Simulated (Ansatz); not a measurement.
## Te: pressure and energy less free atoms against volume per atom

All results are calculated (Ansatz 0.2.0). Periodic Kohn-Sham DFT of a crystal at fixed atoms; pressure and stress are positive in compression; the energy is the free energy less that of spherical unpolarised free atoms; site moments are those in the method's own spheres, positive along +z.

Cell of the first row (space group C2/m, No. 12):
```
CELL_PARAMETERS angstrom
4.14770 -2.32280 0.00000
4.14770 2.32280 0.00000
-0.12780 0.00000 3.87660
ATOMIC_POSITIONS crystal
Te 0.67600 0.67600 0.67500
Te 0.32400 0.32400 0.32500
Te 0.00000 0.00000 0.00000
```

Settings of every row: method all-electron LAPW; functional LDA; relativity scalar; k mesh 8x8x8; filling fermi-dirac; smearing width 0.05 eV; basis error target 1 meV/atom; nucleus gaussian.

Atom start moment: 0 on all atoms.

Limits: no spin-orbit coupling on heavy atoms.

```csv
row,volume per atom (Å³),pressure (GPa),energy less free atoms (eV/atom)
1,24.898,10.777,-3.623
2,25.428,?,?
3,25.958,6.55,-3.6798
4,26.223,5.624,-3.6898
5,26.488,4.746,-3.6984
6,26.752,3.913,-3.7055
7,27.017,3.122,-3.7114
8,27.547,1.661,-3.7192
9,28.077,0.346,-3.7225
```

Question: what pressure and energy less free atoms should row 2 give?

Worked fit of pressure. Take u = (V_r/V)^(2/3) − 1 with V_r = 26.62 Å³ an atom, which is twice the finite (Eulerian) strain; such expansions in the strain, on which the Birch-Murnaghan equation of state is built, carry the rest volume and the bulk modulus. The shown rows have u = 0.04559, 0.01693, 0.01007, 0.00332, -0.00329, -0.00982, -0.02256, -0.0349. Least squares give pressure = 4.3238 + 125.677 × u + 340.92 × u² + 158 × u³ GPa; a parabola predicts inner rows, each left out in turn, worse (root mean square 0.0025 against 0.001 GPa). The rows lie off it by 0.000, 0.000, 0.000, 0.001, -0.001, 0.000, 0.001, 0.000. The withheld row has u = 0.03101, so the fit gives 4.3238 + 125.677 × (0.03101) + 340.92 × (0.03101)² + 158 × (0.03101)³ = 8.554 GPa.

The calculation gave 8.552 GPa. The fit lies 0.002 GPa (0.019 % of the column's range) above it; its largest miss of a shown row is 0.001 GPa.

Worked fit of energy less free atoms. Take u = (V_r/V)^(2/3) − 1 with V_r = 26.62 Å³ an atom, which is twice the finite (Eulerian) strain; such expansions in the strain, on which the Birch-Murnaghan equation of state is built, carry the rest volume and the bulk modulus. The shown rows have u = 0.04559, 0.01693, 0.01007, 0.00332, -0.00329, -0.00982, -0.02256, -0.0349. Least squares give energy less free atoms = −3.70215 + 1.082 × u + 14.335 × u² eV/atom; a straight line predicts inner rows, each left out in turn, worse (root mean square 0.0074 against 6.1e-05 eV/atom). The rows lie off it by 0.0000, -0.0001, 0.0000, 0.0000, 0.0001, 0.0000, 0.0001, 0.0000. The withheld row has u = 0.03101, so the fit gives −3.70215 + 1.082 × (0.03101) + 14.335 × (0.03101)² = -3.6548 eV/atom.

The calculation gave -3.6549 eV/atom. The fit lies 0.0001 eV/atom (0.1 % of the column's range) above it, one unit of the last digit.
